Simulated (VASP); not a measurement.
# Al₂Au: relaxation with set parts of the cell free, by free to move

Al₂Au, P1 (no. 1), 12 atoms in the cell. PBE, constrained relaxation; PAW potentials Au, Al (PBE set).

| Free to move | Volume (Å³/atom) | Pressure in a fresh run at the final cell (GPa) | Pressure printed at the end of the relaxation (GPa) | Ionic steps, all stages | Electronic steps, all stages | Time (s) |
|---|---|---|---|---|---|---|
| atoms | 18.292 | 1.31 | 1.31 | 13 | 98 | 311 |
| atoms, shape and volume | 18.523 | 0.01 | 0.01 | 24 | 156 | 521 |
| atoms and shape at fixed volume | 18.292 | 1.34 | 1.34 | 20 | 126 | 431 |
| atoms and volume | 18.514 | 0.04 | 0.04 | 18 | 125 | 380 |
| atoms and the z components of the lattice | 18.515 | 0.01 | 0.01 | 13 | 99 | 329 |
| atoms and the x and y components of the lattice | 18.526 | -0.04 | -0.04 | 24 | 160 | 605 |
| atoms and the y and z components of the lattice | 18.531 | -0.09 | -0.09 | 16 | 118 | 446 |

Limits: the start was distorted on purpose (random strain, atoms moved at random), so the space group given is the start's and not the crystal's.

## Input of the first row

INCAR.step1:
```
SYSTEM = Al2Au
ALGO = Normal
EDIFF = 1E-6
EDIFFG = -0.01
ENCUT = 350
IBRION = 2
ISIF = 2
ISMEAR = 1
KPAR = 8
LASPH = .TRUE.
LCHARG = .FALSE.
LREAL = .FALSE.
LWAVE = .FALSE.
NELM = 100
NSW = 60
POTIM = 0.5
PREC = Accurate
SIGMA = 0.1
```

INCAR.step3, as INCAR.step1 but for:
```
- EDIFFG = -0.01
- IBRION = 2
- NSW = 60
- POTIM = 0.5
+ NSW = 0
```

KPOINTS:
```
k-points
0
Gamma
  4 4 4
```

POSCAR.step1:
```
Al2Au
1.0
    6.0207350000     -0.0144460000     -0.0061950000
   -0.0144460000      6.0543210000      0.0308250000
   -0.0061950000      0.0308250000      6.0218740000
Au Al
4 8
Direct
    0.0035380000      0.0056130000      0.0010960000
   -0.0091540000      0.5062580000      0.5019890000
    0.4967440000      0.0037620000      0.5013590000
    0.5031420000      0.4995070000      0.0027610000
    0.2452090000      0.2480340000      0.7448410000
    0.2554880000      0.7495940000      0.7463010000
    0.2448590000      0.7473080000      0.2486150000
    0.2487560000      0.2592500000      0.2563020000
    0.7300070000      0.2347470000      0.2472070000
    0.7476280000      0.7509330000      0.2502250000
    0.7671810000      0.7407280000      0.7456460000
    0.7666030000      0.2542670000      0.7536570000
```

POSCAR.step3:
```
Al2Au
1.0
    6.0207350000     -0.0144460000     -0.0061950000
   -0.0144460000      6.0543210000      0.0308250000
   -0.0061950000      0.0308250000      6.0218740000
Au Al
4 8
Direct
    0.0001847559      0.9999968220      0.0000358301
    0.9999650034      0.5000115702      0.4999045913
    0.4998994500      0.9999963078      0.5000199532
    0.5000110961      0.4999748131      0.0000368710
    0.2523738258      0.2497940069      0.7488666878
    0.2473586556      0.7502135996      0.7511069398
    0.2524821738      0.7496486131      0.2488853353
    0.2475156231      0.2503641656      0.2511519414
    0.7524832723      0.2496501712      0.2488840344
    0.7475086940      0.7503699533      0.2510952368
    0.7526140397      0.7496654001      0.7488660576
    0.7476044105      0.2503155771      0.7511455212
```

Commands (each step's output is kept before the next begins):
```
cat potpaw_PBE.64/Au/POTCAR potpaw_PBE.64/Al/POTCAR > POTCAR
cp INCAR.step1 INCAR
cp POSCAR.step1 POSCAR
mpirun -np 8 vasp_std > vasp.out
cp CONTCAR POSCAR
mpirun -np 8 vasp_std > vasp.out
cp CONTCAR POSCAR
cp INCAR.step3 INCAR
cp POSCAR.step3 POSCAR
mpirun -np 8 vasp_std > vasp.out
```

Changes of the last row against the first:
```
- ISIF = 2
+ ISIF = 3
+ LATTICE_CONSTRAINTS = .FALSE. .TRUE. .TRUE.
```

VASP 6.6.1 took 311 s on 8 cores (Intel Xeon Platinum 8488C (Sapphire Rapids)), a shared host.
